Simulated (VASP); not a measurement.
# Gap of BaTiO3, level by level

How does the gap of BaTiO3 depend on the functional? The levels: LDA, PBEsol, PBE, r2SCAN, TB-mBJ, AM05, HSE06, B3LYP, PBE-EpsX, PBE + SOC and TB-mBJ + SOC. The start is a cell from a database of measured crystal structures.

Main program and level: VASP 6.6.1; LDA; plane waves and PAW (Ba_sv, Ti_sv, O), in the first sound run; inputs show where later runs differ.

The database entry behind the starting cell differs from later determinations by our own check (c/a about 0.6 % short), so it need not match the best structure at ambient conditions.

### Step 1. The starting structure

Symmetry: P4mm, No. 99, tetragonal system. Conventional cell: a = 4.000 Å, b = 4.000 Å, c = 4.018 Å, α = 90.00°, β = 90.00°, γ = 90.00°. Ba has 12 O at 2.79 to 2.88 Å nearest. Nearest to Ti lie 6 O at 1.89 to 2.13 Å. Nearest to O lie 2 Ti at 1.89 to 2.13 Å and 4 Ba at 2.83 Å. Nearest to O lie 2 Ti at 2.00 Å and 4 Ba at 2.79 to 2.88 Å. Farther neighbours and most contacts between anions are not listed.

As a file:

```xyz
5
Lattice="3.9998 0.0000 0.0000 0.0000 3.9998 0.0000 0.0000 0.0000 4.0180" Properties=species:S:1:pos:R:3 pbc="T T T"
Ba    0.0000    0.0000    0.0000
Ti    1.9999    1.9999    1.9688
O     1.9999    1.9999    0.0763
O     1.9999    0.0000    2.0773
O     0.0000    1.9999    2.0773
```

### Step 2. Bands with LDA, k 4×4×4

The mesh alone shows little of the dispersion and can miss band extrema, so KPOINTS_OPT adds a path through the symmetry points after the self-consistent cycle. LDA, the lowest rung, knows the local density alone.

Contents of INCAR:

```
SYSTEM = BaTiO3
PREC = Accurate
ENCUT = 520
EDIFF = 1E-06
NELM = 100
ISMEAR = 0
SIGMA = 0.02
LREAL = .FALSE.
ALGO = Normal
GGA = CA
NBANDS = 35
LORBIT = 11
LWAVE = .FALSE.
LCHARG = .FALSE.
KPAR = 8
```

Contents of POSCAR:

```
BaTiO3
1.0
    3.9998000000      0.0000000000      0.0000000000
    0.0000000000      3.9998000000      0.0000000000
    0.0000000000      0.0000000000      4.0180000000
Ba Ti O
1 1 3
Direct
    0.0000000000      0.0000000000      0.0000000000
    0.5000000000      0.5000000000      0.4900000000
    0.5000000000      0.5000000000      0.0190000000
    0.5000000000      0.0000000000      0.5170000000
    0.0000000000      0.5000000000      0.5170000000
```

Contents of KPOINTS:

```
Automatic mesh
0
Gamma
4 4 4
0 0 0
```

Contents of KPOINTS_OPT:

```
Line mode
16
Line-mode
Reciprocal
  0.00000000   0.00000000   0.00000000 GAMMA
  0.00000000   0.50000000   0.00000000 X

  0.00000000   0.50000000   0.00000000 X
  0.50000000   0.50000000   0.00000000 M

  0.50000000   0.50000000   0.00000000 M
  0.00000000   0.00000000   0.00000000 GAMMA

  0.00000000   0.00000000   0.00000000 GAMMA
  0.00000000   0.00000000   0.50000000 Z

  0.00000000   0.00000000   0.50000000 Z
  0.00000000   0.50000000   0.50000000 R

  0.00000000   0.50000000   0.50000000 R
  0.50000000   0.50000000   0.50000000 A

  0.50000000   0.50000000   0.50000000 A
  0.00000000   0.00000000   0.50000000 Z

  0.00000000   0.50000000   0.00000000 X
  0.00000000   0.50000000   0.50000000 R

  0.50000000   0.50000000   0.00000000 M
  0.50000000   0.50000000   0.50000000 A
```

The projector-augmented-wave data sets are Ba_sv, Ti_sv and O (PBE family, release 64).

The run is started by

```sh
$ mpirun -np 8 vasp_std
```

Numbers of over 12 decimals in the logs are rounded to 6 here.

Output:

```text
[banner, memory and clock lines left out]
running    8 mpi-ranks, on    1 nodes
 distrk:  each k-point on    1 cores,    8 groups
 distr:  one band on    1 cores,    1 groups

 POSCAR found type information on POSCAR BaTiO
 POSCAR found :  3 types and       5 ions
|                                                                             |
|           W    W    AA    RRRRR   N    N  II  N    N   GGGG   !!!           |
|           W    W   A  A   R    R  NN   N  II  NN   N  G    G  !!!           |
|           W    W  A    A  R    R  N N  N  II  N N  N  G       !!!           |
|           W WW W  AAAAAA  RRRRR   N  N N  II  N  N N  G  GGG   !            |
|           WW  WW  A    A  R   R   N   NN  II  N   NN  G    G                |
|           W    W  A    A  R    R  N    N  II  N    N   GGGG   !!!           |
|                                                                             |
|     For optimal performance we recommend to set                             |
|       NCORE = 2 up to number-of-cores-per-socket                            |
|     NCORE specifies how many cores store one orbital (NPAR=cpu/NCORE).      |
|     This setting can greatly improve the performance of VASP for DFT.       |
|     The default, NCORE=1 might be grossly inefficient on modern             |
|     multi-core architectures or massively parallel machines. Do your        |
|     Unfortunately you need to use the default for GW and RPA                |
|     calculations (for HF NCORE is supported but not extensively tested      |
|     yet).                                                                   |
|                                                                             |

|                                                                             |
|               ----> ADVICE to this user running VASP <----                  |
|                                                                             |
|     You enforced a specific xc type in the INCAR file but a different       |
|     [... a line on the potential file left out ...]
|     I HOPE YOU KNOW WHAT YOU ARE DOING!                                     |
|                                                                             |

 LDA part: xc-table for (Slater(with rela. corr.)+CA(PZ))
 , standard interpolation
 POSCAR, INCAR and KPOINTS ok, starting setup
 FFT: planning ... GRIDC
 FFT: planning ... GRID_SOFT
 FFT: planning ... GRID
 WAVECAR not read
 entering main loop
       N       E                     dE             d eps       ncg     rms          rms(c)
DAV:   1     0.395268910712E+03    0.39527E+03   -0.19704E+04  1260   0.124E+03
DAV:   2    -0.123469453479E+02   -0.40762E+03   -0.37777E+03  1384   0.354E+02
DAV:   3    -0.529850353711E+02   -0.40638E+02   -0.40012E+02  1806   0.110E+02
DAV:   4    -0.545944522610E+02   -0.16094E+01   -0.16035E+01  1767   0.186E+01
DAV:   5    -0.546257591186E+02   -0.31307E-01   -0.31290E-01  1623   0.218E+00    0.229E+01
DAV:   6    -0.450067358727E+02    0.96190E+01   -0.28965E+01  1596   0.524E+01    0.104E+01
DAV:   7    -0.444999781926E+02    0.50676E+00   -0.63454E+00  1457   0.186E+01    0.712E+00
DAV:   8    -0.442762554756E+02    0.22372E+00   -0.89294E-01  1488   0.807E+00    0.248E+00
DAV:   9    -0.443250137575E+02   -0.48758E-01   -0.20188E-01  1736   0.265E+00    0.222E+00
DAV:  10    -0.442762935494E+02    0.48720E-01   -0.37092E-01  1352   0.533E+00    0.844E-01
DAV:  11    -0.442625271661E+02    0.13766E-01   -0.38236E-02  1429   0.174E+00    0.109E-01
DAV:  12    -0.442626094916E+02   -0.82325E-04   -0.11022E-03  1582   0.209E-01    0.597E-02
DAV:  13    -0.442626249905E+02   -0.15499E-04   -0.12752E-04  1486   0.884E-02    0.132E-02
DAV:  14    -0.442626244557E+02    0.53480E-06   -0.11088E-05  1731   0.258E-02    0.108E-02
DAV:  15    -0.442626236302E+02    0.82543E-06   -0.22325E-06  1382   0.117E-02
   1 F= -.44262624E+02 E0= -.44262624E+02  d E =-.159618E-79
 Start KPOINTS_OPT (optional k-point list driver)
k-point batch [1-18\144]
       N       E                     dE             ncg
DAV:   1     0.236814109265E+03   -0.88028E+04     1260
DAV:   2    -0.657573929798E+04   -0.68126E+04     1383
DAV:   3    -0.724669107811E+04   -0.67095E+03     1740
DAV:   4    -0.726952464650E+04   -0.22834E+02     1736
DAV:   5    -0.727003205947E+04   -0.50741E+00     1487
DAV:   6    -0.727004407907E+04   -0.12020E-01     1575
DAV:   7    -0.727004449264E+04   -0.41357E-03     1524
DAV:   8    -0.727004450867E+04   -0.16032E-04     1385
DAV:   9    -0.727004450933E+04   -0.66018E-06     1191
[...]
k-point batch [127-144\144]
       N       E                     dE             ncg
DAV:   1     0.379988756853E+03   -0.25396E+05     1263
DAV:   2    -0.665660740736E+04   -0.70366E+04     1348
DAV:   3    -0.742443375743E+04   -0.76783E+03     1854
DAV:   4    -0.745665174122E+04   -0.32218E+02     1656
DAV:   5    -0.745752209243E+04   -0.87035E+00     1695
DAV:   6    -0.745753651417E+04   -0.14422E-01     1603
DAV:   7    -0.745753703443E+04   -0.52026E-03     1689
DAV:   8    -0.745753705806E+04   -0.23636E-04     1183
DAV:   9    -0.745753705885E+04   -0.78487E-06     1210
```

The job ended after 30 s (8 MPI ranks of Intel Xeon 6975P-C (Granite Rapids), shared host; peak memory 1.7 GiB; 3.9 min of CPU time).

The logs omit lines about the potential files and the build; timing stands in the text.

From OUTCAR (step 2):

```text
ion  position               nearest neighbor table
   1  0.000  0.000  0.000-   4 2.79   5 2.79   5 2.79   4 2.79   3 2.83   3 2.83   3 2.83   3 2.83
                             4 2.88   5 2.88   5 2.88   4 2.88   2 3.45   2 3.45   2 3.45   2 3.45
   2  0.500  0.500  0.490-   3 1.89   4 2.00   5 2.00   4 2.00   5 2.00   3 2.13   1 3.45   1 3.45
                             1 3.45   1 3.45   1 3.49   1 3.49   1 3.49   1 3.49
   3  0.500  0.500  0.019-   2 1.89   2 2.13   1 2.83   1 2.83   1 2.83   1 2.83
   4  0.500  0.000  0.517-   2 2.00   2 2.00   1 2.79   1 2.79   1 2.88   1 2.88
   5  0.000  0.500  0.517-   2 2.00   2 2.00   1 2.79   1 2.79   1 2.88   1 2.88

  LATTYP: Found a simple tetragonal cell.
 ALAT       =     3.9998000000
 C/A-ratio  =     1.0045502275

 Subroutine GETGRP returns: Found  8 space group operations
 (whereof  8 operations were pure point group operations)

The static configuration has the point symmetry C_4v.

 Found     18 irreducible k-points:

   k-points           NKPTS =     18   k-points in BZ     NKDIM =     18   number of bands    NBANDS=     35

   dimension x,y,z NGX =    30 NGY =   30 NGZ =   30
   dimension x,y,z NGXF=    60 NGYF=   60 NGZF=   60

   ENCUT  =  520.0 eV  38.22 Ry    6.18 a.u.   7.44  7.44  7.47*2*pi/ulx,y,z

   NELECT =      40.0000    total number of electrons

 k-points in reciprocal lattice and weights: Automatic mesh
   0.00000000  0.00000000  0.00000000       0.016
   0.25000000  0.00000000  0.00000000       0.062
   0.50000000  0.00000000  0.00000000       0.031
   0.25000000  0.25000000  0.00000000       0.062
   0.50000000  0.25000000  0.00000000       0.062
   0.50000000  0.50000000  0.00000000       0.016
   0.00000000  0.00000000  0.25000000       0.031
   0.25000000  0.00000000  0.25000000       0.125
   0.50000000  0.00000000  0.25000000       0.062
[...]
0.50000000  0.25000000  0.50000000       0.062
   0.50000000  0.50000000  0.50000000       0.016

 average (electrostatic) potential at core
       1 -32.8711       2 -76.5912       3 -69.6959       4 -69.5877       5 -69.5877

 E-fermi :   3.7481

 k-point     1 :       0.0000    0.0000    0.0000
  band No.  band energies     occupation
    ...
     16       2.2346      2.00000
     17       2.3278      2.00000
     18       3.1885      2.00000
     19       3.1944      2.00000
     20       3.1944      2.00000
     21       5.1516      0.00000
     22       5.3775      0.00000
     23       5.3775      0.00000
     24       7.4683      0.00000
     25       7.5558      0.00000
    ...

 k-point     2 :       0.2500    0.0000    0.0000
  band No.  band energies     occupation
    ...
     16       1.8044      2.00000
     17       1.9065      2.00000
     18       2.2285      2.00000
     19       2.8020      2.00000
     20       2.9092      2.00000
     21       5.4404      0.00000
     22       6.1400      0.00000
     23       6.1568      0.00000
     24       7.5350      0.00000
     25       8.6527      0.00000
    ...

 k-point     3 :       0.5000    0.0000    0.0000
  band No.  band energies     occupation
    ...
     16       1.4859      2.00000
     17       1.6196      2.00000
     18       1.7198      2.00000
     19       2.5276      2.00000
     20       2.6394      2.00000
     21       5.5160      0.00000
     22       6.9244      0.00000
     23       6.9622      0.00000
     24       7.5233      0.00000
     25       9.3536      0.00000
    ...

  Total       -2.7095274     -2.7095274     -2.2876284      0.0000000     -0.0000000      0.0000000
  in kB      -67.5332493    -67.5332493    -57.0176857      0.0000000     -0.0000000      0.0000000
  external PRESSURE =     -64.0280614 kB  Pullay stress =       0.0000000 kB

  energy-cutoff  :      520.00
  volume of cell :       64.28
      direct lattice vectors                 reciprocal lattice vectors
     3.999800000  0.000000000  0.000000000     0.250012501  0.000000000  0.000000000
     0.000000000  3.999800000  0.000000000     0.000000000  0.250012501  0.000000000
     0.000000000  0.000000000  4.018000000     0.000000000  0.000000000  0.248880040

 POSITION                                       TOTAL-FORCE (eV/Angst)
 -----------------------------------------------------------------------------------
      0.00000      0.00000      0.00000         0.000000      0.000000      0.035939
      1.99990      1.99990      1.96882         0.000000      0.000000     -0.241648
      1.99990      1.99990      0.07634         0.000000     -0.000000      0.396102
      1.99990      0.00000      2.07731         0.000000      0.000000     -0.095197
      0.00000      1.99990      2.07731         0.000000      0.000000     -0.095197
 -----------------------------------------------------------------------------------
    total drift:                                0.000000      0.000000      0.000181

  FREE ENERGIE OF THE ION-ELECTRON SYSTEM (eV)
  ---------------------------------------------------
  free  energy   TOTEN  =       -44.2626236302 eV

  energy  without entropy=      -44.2626236302  energy(sigma->0) =      -44.26262363

 total charge
# of ion       s       p       d       tot
------------------------------------------
    1        2.001   5.619   0.338   7.958
    2        2.215   6.278   1.746  10.240
    3        1.552   3.440   0.000   4.993
    4        1.550   3.440   0.000   4.990
    5        1.550   3.440   0.000   4.990
--------------------------------------------------
tot          8.868  22.217   2.084  33.170

[... 3 further parts left out ...]
```

Harder data sets than Ba_sv exist (the GW ones), and pressures, volumes and forces can shift noticeably with them. The PAW data sets were made with PBE, though LDA sets exist; this is a small mismatch. At this level the cell is under a tension of 6.4 GPa, so at these settings it is away from equilibrium.

Numbers from this step:

```
SCF cycles                        : 15
electrons                         : 40
bands                             : 35
irreducible k-points              : 18
symmetry operations               : 8
free energy (TOTEN)               : -44.26 eV
Fermi energy                      : 3.748 eV
pressure                          : -6.403 GPa
metallic                          : no
least gap on mesh and path        : 1.668 eV
least direct gap on mesh and path : 1.955 eV
valence top at k                  : 0.5, 0.5, 0.5
conduction bottom at k            : 0, 0, 0
least direct gap at k             : 0, 0.03333, 0
```

Electronic bands along the path, in eV, zero at the valence-band top; v1 is the highest filled band, c1 the lowest empty one:

```tsv
point	v4	v3	v2	v1	c1	c2	c3	c4
Γ	-1.16	-0.30	-0.29	-0.29	1.67	1.89	1.89	3.98
0.53 of the way	-1.62	-1.33	-0.71	-0.61	1.96	2.74	2.76	4.05
X	-1.86	-1.76	-0.96	-0.84	2.03	3.44	3.48	4.04
0.47 of the way	-1.54	-1.50	-1.07	-0.58	2.65	3.48	3.55	4.59
M	-1.77	-0.97	-0.97	-0.09	3.49	3.49	3.87	4.70
0.47 of the way	-1.77	-1.10	-1.00	-0.48	2.69	2.87	3.10	4.60
Γ	-1.16	-0.30	-0.29	-0.29	1.67	1.89	1.89	3.98
0.47 of the way	-1.58	-1.21	-0.50	-0.50	1.74	2.68	2.68	3.98
Z	-1.97	-1.97	-0.71	-0.71	1.83	3.51	3.51	3.99
0.53 of the way	-1.39	-1.36	-1.11	-0.53	2.80	3.51	3.59	4.68
R	-1.74	-0.90	-0.88	-0.17	3.46	3.52	3.86	4.82
0.53 of the way	-2.50	-0.54	-0.49	-0.12	3.80	3.80	4.01	6.26
A	-2.42	-0.08	-0.08	0.00	4.12	4.12	4.12	6.47
0.53 of the way	-2.12	-0.97	-0.73	-0.66	3.11	3.62	3.65	5.71
Z	-1.97	-1.97	-0.71	-0.71	1.83	3.51	3.51	3.99
jump to X	-1.86	-1.76	-0.96	-0.84	2.03	3.44	3.48	4.04
0.53 of the way	-1.45	-1.37	-1.16	-0.52	2.89	3.45	3.60	4.69
R	-1.74	-0.90	-0.88	-0.17	3.46	3.52	3.86	4.82
jump to M	-1.77	-0.97	-0.97	-0.09	3.49	3.49	3.87	4.70
0.47 of the way	-2.57	-0.67	-0.67	-0.05	3.75	3.75	3.98	5.93
A	-2.42	-0.08	-0.08	0.00	4.12	4.12	4.12	6.47
```

The largest weight of each band there:

```tsv
point	v4	v3	v2	v1	c1	c2	c3	c4
Γ	O 0.99	O 0.91	O 0.90	O 0.90	Ti 0.96	Ti 0.89	Ti 0.89	Ti 0.95
X	O 0.70	O 0.77	O 0.87	O 0.91	Ti 0.94	Ti 0.80	Ti 0.80	Ti 0.94
M	O 0.85	O 0.88	O 0.88	O 0.97	Ti 0.82	Ti 0.82	Ti 0.86	Ti 0.89
Γ	O 0.99	O 0.91	O 0.90	O 0.90	Ti 0.96	Ti 0.89	Ti 0.89	Ti 0.95
Z	O 0.70	O 0.70	O 0.93	O 0.93	Ti 1.00	Ti 0.80	Ti 0.80	Ti 0.95
R	O 0.86	O 0.88	O 0.88	O 0.97	Ti 0.82	Ti 0.82	Ti 0.86	Ti 0.88
```

Force by atom:

```tsv
atom	x (eV/Å)	y (eV/Å)	z (eV/Å)	size
Ba1	0.000	0.000	0.036	0.036
Ti2	0.000	0.000	-0.242	0.242
O3	0.000	0.000	0.396	0.396
O4	0.000	0.000	-0.095	0.095
O5	0.000	0.000	-0.095	0.095
```

The gap is 1.67 eV, indirect, from A to Γ.

[end of part 1 of 7]

[Lines on the potential files, build, host, timing and source positions are cut from VASP's logs without a mark.]

[Logs are printed without paths, hosts, clocks, repeated set-up lines and the standing remarks that a program may print on its own settings, such as how far it seeks lower states.]

[Hosts, paths, dates, database ids (printed as entryN), source tags and the programs' standing remarks are cut or masked in the printed files.]

[Measured values are set beside computed ones only where the two were judged alike; some that the calculation misses by far are left out.]

[In band tables of VASP the shares of atoms and orbitals are scaled to a sum of 1 inside the atoms' spheres.]
